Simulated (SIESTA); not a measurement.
This SIESTA 5.4.2 run on Sn needs a look.

Contents of Sn.fdf:

```
SystemName                      Sn
SystemLabel                     Sn
NumberOfSpecies                 1
NumberOfAtoms                   2
%block ChemicalSpeciesLabel
  1  50 Sn
%endblock ChemicalSpeciesLabel

LatticeConstant                 1.0 Ang
%block LatticeVectors
     0.0000000000     3.2333428000     3.2333428000
     3.2333428000     0.0000000000     3.2333428000
     3.2333428000     3.2333428000     0.0000000000
%endblock LatticeVectors
AtomicCoordinatesFormat         Fractional
%block AtomicCoordinatesAndAtomicSpecies
     0.7500000000     0.7500000000     0.7500000000  1  Sn
     0.5000000000     0.5000000000     0.5000000000  1  Sn
%endblock AtomicCoordinatesAndAtomicSpecies

%block kgrid.MonkhorstPack
    7   0   0  0.0
    0   7   0  0.0
    0   0   7  0.0
%endblock kgrid.MonkhorstPack
XC.Functional                   GGA
XC.Authors                      PBE
PAO.BasisSize                   DZP
PAO.EnergyShift                 0.003 Ry
Mesh.Cutoff                     500 Ry
OccupationFunction              FD
ElectronicTemperature           0.05 eV
MaxSCFIterations                60
SCF.MustConverge                false
SCF.Mixer.Method                Pulay
SCF.Mixer.Weight                0.25
SCF.Mixer.History               8
SCF.DM.Tolerance                1.0e-14
SCF.H.Tolerance                 1.0e-13 eV
WriteForces                     true
Charge.Mulliken                 end
%block PAO.Basis
  Sn 4
  n=5 0 2
    6.432 0.000
  n=5 1 2
    8.686 0.000
  n=4 2 2
    3.759 0.000
  n=5 2 1
    8.686
%endblock PAO.Basis
```

Potentials or basis: PseudoDojo 0.4 standard (PBE files), DZP (energy shift 0.003 Ry; two zetas on semicore shells).

The run is started by

```sh
$ siesta Sn.fdf > Sn.out 2>&1
```

Sn.out:

```text
Version         : 5.4.2

                           ***********************
                           *  WELCOME TO SIESTA  *
                           ***********************

 NOTE: Siesta V5 introduces some new defaults for basis-set generation
 NOTE: which might lead to slightly different numerical results.
 NOTE: Please see the manual for full details and compatibility measures.

reinit: Reading from file Sn.fdf

reinit: -----------------------------------------------------------------------
reinit: System Name: Sn
reinit: -----------------------------------------------------------------------
reinit: System Label: Sn
reinit: -----------------------------------------------------------------------

initatom: Reading input for the pseudopotentials and atomic orbitals ----------
Species number:   1 Atomic number:   50 Label: Sn

Ground state valence configuration (from tables):   5s02  5p02  5d00  4f00

---- Processing specs for species: Sn
Reading pseudopotential information in PSML from:
  Sn.psml
PSML file version: 1.1
Using libxc ids:  101 130
GGA--PBE XC_GGA_X_PBE--XC_GGA_C_PBE pb
[... 504 lines left out ...]
siesta: Pressure (static):
siesta:                Solid            Molecule  Units
siesta:           0.00027643          0.00027644  Ry/Bohr**3
siesta:           0.02538026          0.02538173  eV/Ang**3
siesta:          40.66365588         40.66602203  kBar

Basis Enthalpy Calculation:
    Basis Pressure for species 1(Sn) :      0.2000000 GPa

    Orbital volume contribution        =           3.001379 eV
    (Free)E + p_basis*V_orbitals       =       -4285.178606 eV
    (Free)Eharris+ p_basis*V_orbitals  =       -4285.178606 eV

mulliken: Atomic and Orbital Populations:

Species: Sn
Atom  Qatom  Qorb
               5s      5s      5py     5pz     5px     5py     5pz     5px
               4dxy    4dyz    4dz2    4dxz    4dx2-y2 4dxy    4dyz    4dz2
               4dxz    4dx2-y2 5dxy    5dyz    5dz2    5dxz    5dx2-y2
   1 14.000   1.351   0.160   0.226   0.226   0.226   0.458   0.458   0.458
              1.967   1.967   1.955   1.967   1.955   0.038   0.038   0.052

              0.038   0.052   0.084   0.084   0.078   0.084   0.078
   2 14.000   1.351   0.160   0.226   0.226   0.226   0.458   0.458   0.458
              1.967   1.967   1.955   1.967   1.955   0.038   0.038   0.052

              0.038   0.052   0.084   0.084   0.078   0.084   0.078

mulliken: Qtot =       28.000

Mulliken Atomic Populations:
Atom #   charge [q] valence [e]  Species
     1     0.000060   13.999940  Sn
     2    -0.000060   14.000060  Sn
 Total     0.000000

Job completed
```

Among its messages:

```text
SCF_NOT_CONV: SCF did not converge  in maximum number of steps.
```

Problem. How did it end, and where is the flaw?

Solution. The calculation stopped without meeting its thresholds. The input holds a flaw that was put in on purpose: tolerance that can't be met (SCF.DM.Tolerance = 1.0e-14; SCF.H.Tolerance = 1.0e-13 eV).
